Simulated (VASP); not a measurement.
# Ti (I4/mmm) in VASP: further runs, part 2 of 2

VASP 6.6.1. The steps go on from the part before.

**3. Single point, PBEsol (strain +0.000 along x and y, -0.080 along z, atoms carried along)**

Input file INCAR:

```
PREC = Accurate
ENCUT = 520
EDIFF = 1E-6
ISMEAR = 0
SIGMA = 0.15
LREAL = F
LASPH = T
NELM = 100
ALGO = Fast
ISIF = 2
LWAVE = F
LCHARG = T
GGA = PS
LELF = T
LVHAR = T
NBANDS = 12
```

Input file KPOINTS:

```
Automatic mesh
0
Gamma
  20 20 20
```

Input file POSCAR:

```
Ti
1.0
    0.0000000000      2.0300000000      1.8676000000
    2.0300000000      0.0000000000      1.8676000000
    2.0300000000      2.0300000000      0.0000000000
Ti
1
Direct
    0.0000000000      0.0000000000      0.0000000000
```

Potentials or basis: VASP PAW PBE potentials, release 64 (Ti_sv).

Run with:

```console
cat potpaw_PBE.64/Ti_sv/POTCAR > POTCAR
mpirun -np 1 vasp_std > vasp.out
```

OUTCAR:

```text
PREC = Accurate
   ENCUT = 520
   EDIFF = 1E-6
   ISMEAR = 0
   LREAL = F
   LASPH = T
   NELM = 100
   ISIF = 2
   GGA = PS

 ion  position               nearest neighbor table
   1  0.000  0.000  0.000-

  LATTYP: Found a body centered tetragonal cell.
 ALAT       =     2.8708535316
 C/A-ratio  =     1.3010764774

  Lattice vectors:

 A1 = (   0.0000000000,  -2.0300000000,  -1.8676000000)
 A2 = (   0.0000000000,   2.0300000000,  -1.8676000000)
 A3 = (   2.0300000000,   0.0000000000,   1.8676000000)

Analysis of symmetry for initial positions (statically):
=====================================================================
 Subroutine PRICEL returns:
 Original cell was already a primitive cell.

 Routine SETGRP: Setting up the symmetry group for a
 body centered tetragonal supercell.

 Subroutine GETGRP returns: Found 16 space group operations
 (whereof 16 operations were pure point group operations)
 out of a pool of 16 trial point group operations.

The static configuration has the point symmetry D_4h.

Analysis of symmetry for dynamics (positions and initial velocities):
=====================================================================
 Subroutine PRICEL returns:
 Original cell was already a primitive cell.

 Routine SETGRP: Setting up the symmetry group for a
 body centered tetragonal supercell.

 Subroutine GETGRP returns: Found 16 space group operations
 (whereof 16 operations were pure point group operations)
 out of a pool of 16 trial point group operations.

The dynamic configuration has the point symmetry D_4h.

 Subroutine INISYM returns: Found 16 space group operations
 (whereof 16 operations are pure point group operations),
 and found     1 'primitive' translations

----------------------------------------------------------------------------------------

                                     Primitive cell

  volume of cell :      15.3924

[... 113 lines left out ...]
   AEXX    =    0.0000 exact exchange contribution
   IVDW    =     0    specifies the selected vdW correction
   LEPSILON=     F    determine dielectric tensor
   LRPA    =     F    only Hartree local field effects (RPA)
 non-spin polarized calculation
 RMM-DIIS sequential band-by-band and
 Gauss-broadening in eV      SIGMA  =   0.15
  energy-cutoff  :      520.00
  volume of cell :       15.39
 maximum number of plane-waves:       431
 NGX is ok and might be reduce to    24
   NGX = 11   NGY = 11   NGZ = 11

 number of electron      11.9999999 magnetization

 Free energy of the ion-electron system (eV)
  ---------------------------------------------------
  ext. energy  EPLUGINS =         0.00000000
  ---------------------------------------------------
  free energy    TOTEN  =        -8.24731561 eV

  energy without entropy =       -8.22883020  energy(sigma->0) =       -8.23807291

 E-fermi :   9.4154     XC(G=0): -12.2250

 val. band max:        9.4138232844   @ k =  -0.4500   0.1000   0.3000
 cond. band min:       9.4186749787   @ k =  -0.2000   0.5000   0.3000
 fundamental gap:      0.0048516943
 Fermi energy:         9.4153940441

 k-point     1 :       0.0000    0.0000    0.0000
  band No.  band energies     occupation
      1     -46.8543      2.00000
      2     -22.6378      2.00000
      3     -22.6378      2.00000
      4     -22.6253      2.00000
      5       3.0739      2.00000
      6      10.1779      0.00000
      7      10.1779      0.00000
      8      10.8796      0.00000
      9      11.8309      0.00000
     10      12.6496      0.00000
     11      25.4936      0.00000
     12      29.6299      0.00000
[... 331 lines left out ...]
 k-point    24 :      -0.3500    0.0500    0.0000
  band No.  band energies     occupation
      1     -46.6838      2.00000
      2     -23.4590      2.00000
      3     -22.7808      2.00000
      4     -22.7192      2.00000
      5       6.2667      2.00000
      6       9.5925      0.09494
      7      10.0468      0.00000
      8      10.7626      0.00000
      9      12.9800      0.00000
     10      13.2613      0.00000
     11      20.8781      0.00000
     12      25.3176      0.00000

 [... further k-points ...]

------------------------ aborting loop because EDIFF is reached ----------------------------------------

  FORCE on cell =-STRESS in cart. coord.  units (eV):
  Direction    XX          YY          ZZ          XY          YZ          ZX
  --------------------------------------------------------------------------------------
  -------------------------------------------------------------------------------------
  Total        0.8806322      0.8806322      1.1296882      0.0000000     -0.0000000      0.0000000
  in kB       91.6640843     91.6640843    117.5880606      0.0000000     -0.0000000      0.0000000
  external PRESSURE =     100.3054098 kB  Pullay stress =       0.0000000 kB

 VOLUME and BASIS-vectors are now :
 -----------------------------------------------------------------------------
  energy-cutoff  :      520.00
  volume of cell :       15.39
      direct lattice vectors                 reciprocal lattice vectors
     0.000000000  2.030000000  1.867600000    -0.246305419  0.246305419  0.267723281
     2.030000000  0.000000000  1.867600000     0.246305419 -0.246305419  0.267723281
     2.030000000  2.030000000  0.000000000     0.246305419  0.246305419 -0.267723281

 POSITION                                       TOTAL-FORCE (eV/Angst)
 -----------------------------------------------------------------------------------
      0.00000      0.00000      0.00000         0.000000      0.000000      0.000000
 -----------------------------------------------------------------------------------
    total drift:                               -0.000000      0.000000      0.000000

  FREE ENERGIE OF THE ION-ELECTRON SYSTEM (eV)
  ---------------------------------------------------
  free  energy   TOTEN  =        -8.2473156109 eV

  energy  without entropy=       -8.2288302046  energy(sigma->0) =       -8.23807291
```

Run time: 66 s. Hardware: 1 thread of Intel Xeon 6975P-C (Granite Rapids), shared host; peak memory 0.24 GiB.

Results:

```
Free energy            : -8.2473 eV
Pressure               : 10.0 GPa
Band gap on the k mesh : none (metal or under the smearing width)
```

Stress tensor (GPa, compression positive):
```
 9.17  0.00  0.00
 0.00  9.17  0.00
 0.00  0.00 11.76
```

Levels at points of the mesh, in eV from the Fermi level:
```csv
k point,band 4,band 5,band 6,band 7,band 8,band 9
"(0.00, 0.00, 0.00)",-32.04,-6.34,0.76,0.76,1.46,2.42
"(0.50, 0.00, 0.00)",-32.12,-2.87,0.38,1.04,1.27,3.96
"(0.50, 0.50, 0.00)",-32.49,-3.00,-2.21,4.14,4.52,4.52
"(0.50, 0.00, 0.50)",-32.29,-3.02,-1.92,2.93,4.09,4.21
```

Caveat: the PAW data sets were made with another functional, which shifts forces and pressure a little.

**4. Single point, PBEsol (strain +0.080 along x and y, +0.080 along z, atoms carried along)**

Input file INCAR:

```
PREC = Accurate
ENCUT = 520
EDIFF = 1E-7
ISMEAR = 0
SIGMA = 0.15
LREAL = False
LASPH = True
NELM = 100
ALGO = Fast
ISIF = 2
LWAVE = False
LCHARG = False
GGA = PS
NBANDS = 12
```

Input file KPOINTS:

```
regular mesh
0
Gamma
  20 20 20
```

Input file POSCAR:

```
Ti
1.0
    0.0000000000      2.1924000000      2.1924000000
    2.1924000000      0.0000000000      2.1924000000
    2.1924000000      2.1924000000      0.0000000000
Ti
1
Direct
    0.0000000000      0.0000000000      0.0000000000
```

Run with:

```console
cat potpaw_PBE.64/Ti_sv/POTCAR > POTCAR
mpirun -np 1 vasp_std > vasp.out
```

Run time: 33 s. Hardware: 1 thread of Intel Xeon 6975P-C (Granite Rapids), shared host; peak memory 0.18 GiB.

It converged, with:

```yaml
Free_energy: -8.0019 eV
Pressure: -17.7 GPa
Band_gap_on_the_k_mesh: none (metal or under the smearing width)
```

Levels at points of the mesh, in eV from the Fermi level:
| k point | band 3 | band 4 | band 5 | band 6 | band 7 | band 8 | band 9 | band 10 |
| --- | --- | --- | --- | --- | --- | --- | --- | --- |
| (0.00, 0.00, 0.00) | -32.95 | -32.95 | -5.59 | 0.74 | 0.74 | 0.74 | 1.97 | 1.97 |
| (0.50, 0.00, 0.00) | -33.00 | -33.00 | -2.19 | 0.31 | 0.65 | 0.65 | 2.79 | 2.79 |
| (0.50, 0.50, 0.00) | -33.08 | -33.08 | -1.99 | -1.26 | 2.14 | 2.78 | 3.00 | 3.00 |

Caveat: so large a pressure means that the cell lies far from this level's equilibrium, or that cutoff or potentials fall short; the potentials were made for another functional, which shifts forces and pressure.

**5. Single point, PBEsol (strain -0.080 along x and y, -0.040 along z, atoms carried along)**

Input file INCAR:

```
PREC     = Accurate       # precision mode
ENCUT    = 520            # plane-wave cutoff, eV
EDIFF    = 1E-6           # SCF threshold, eV
ISMEAR   = 0              # smearing method
SIGMA    = 0.15           # smearing width, eV
LREAL    = F              # projectors in reciprocal space
LASPH    = T              # aspherical terms in the spheres
NELM     = 100            # most SCF steps
ALGO     = Normal         # electronic algorithm
ISIF     = 2              # what is computed and relaxed
LWAVE    = F              # write WAVECAR
LCHARG   = F              # write CHGCAR
GGA      = PS             # functional
NBANDS   = 12             # bands
```

KPOINTS is that of step 4.

Input file POSCAR:

```
Ti
1.0
    0.0000000000      1.8676000000      1.9488000000
    1.8676000000      0.0000000000      1.9488000000
    1.8676000000      1.8676000000      0.0000000000
Ti
1
Direct
    0.0000000000      0.0000000000      0.0000000000
```

Run with:

```console
cat potpaw_PBE.64/Ti_sv/POTCAR > POTCAR
mpirun -np 1 vasp_std > vasp.out
```

Run time: 30 s. Hardware: 1 thread of Intel Xeon 6975P-C (Granite Rapids), shared host; peak memory 0.21 GiB.

It converged, with:

```yaml
Free_energy: -8.0251 eV
Pressure: 32.0 GPa
Band_gap_on_the_k_mesh: none (metal or under the smearing width)
```

Stress tensor (GPa, compression positive):
```
32.45  0.00  0.00
 0.00 32.45  0.00
 0.00  0.00 31.24
```

Levels at points of the mesh, in eV from the Fermi level:
| k point | band 4 | band 5 | band 6 | band 7 | band 8 | band 9 |
| --- | --- | --- | --- | --- | --- | --- |
| (0.00, 0.00, 0.00) | -31.67 | -6.56 | 0.69 | 1.14 | 1.14 | 2.95 |
| (0.50, 0.00, 0.00) | -31.80 | -3.22 | 0.55 | 1.04 | 1.53 | 4.67 |
| (0.50, 0.50, 0.00) | -32.10 | -3.56 | -2.44 | 3.68 | 4.78 | 5.16 |
| (0.50, 0.00, 0.50) | -32.15 | -3.60 | -2.56 | 4.61 | 4.72 | 4.99 |

Caveat: so large a pressure means that the cell lies far from this level's equilibrium, or that cutoff or potentials fall short; the potentials were made for another functional, which shifts forces and pressure.

**6. Overview**

| cell | gap on the mesh (eV) | pressure (GPa) |
| --- | --- | --- |
| strain +0.080 along x and y, +0.000 along z, atoms carried along | none | -13.8 |
| strain +0.000 along x and y, -0.080 along z, atoms carried along | none | 10.0 |
| strain +0.080 along x and y, +0.080 along z, atoms carried along | none | -17.7 |
| strain -0.080 along x and y, -0.040 along z, atoms carried along | none | 32.0 |

Alike in all rows: task single point; level PBEsol; potentials or basis VASP PAW PBE potentials, release 64 (Ti_sv); no spin polarisation; k mesh 20 × 20 × 20; cutoff (eV) 520; smearing gaussian 0.15 eV.

Caveats: the PAW data sets were made with another functional, which shifts forces and pressure a little (some runs); so large a pressure means that the cell lies far from this level's equilibrium, or that cutoff or potentials fall short (some runs); the potentials were made for another functional, which shifts forces and pressure (some runs).

Absolute energies hang on the potentials; compare differences alone.
